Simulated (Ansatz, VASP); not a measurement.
## Ta2N in VASP and in Ansatz

```
Ta N
1.0
     6.61527    0.00000    0.00000
    -3.30763    5.72899    0.00000
     0.00000    0.00000    2.94546
Ta N
4 2
Direct
  0.50000 0.00000 0.50000
  0.00000 0.50000 0.50000
  0.50000 0.50000 0.50000
  0.00000 0.00000 0.00000
  0.33333 0.66667 0.50000
  0.66667 0.33333 0.50000
```

Alike in both runs: functional PBE; k mesh 6 × 6 × 4; occupations gaussian, width 0.1 eV; no spin polarisation.

Ansatz relaxed the structure, and its values are those at the end. VASP's run is a single point on that final structure, the one shown.

|  | VASP | Ansatz |
| --- | --- | --- |
| version | VASP 6.6.1 | Ansatz 0.2.0 |
| potentials or method | VASP PAW PBE potentials, release 64 (Ta_pv, N) | scalar-relativistic, plane waves, PAW |
| plane-wave cutoff (eV) | 520 | 420 |
| valence electrons in the cell | 54 | 62 |

VASP gave:

```
gap on the k mesh at the Fermi level (eV) : none
pressure (GPa)                            : 0.4
```

Question: What did Ansatz give for the same quantities?

Answer: gap on the k mesh at the Fermi level (eV): none; pressure (GPa): 0.0.

A gap of «none» marks a metal or a gap that the smearing closes. With one functional, cell and mesh, what is left measures potentials, basis and numerics. The two sets of potentials don't hold the same shells in valence.

Caveats: the k mesh is coarse (spacing up to 0.53 Å⁻¹), so the values aren't converged. Spin-orbit coupling is left out, which matters for the levels of Ta.
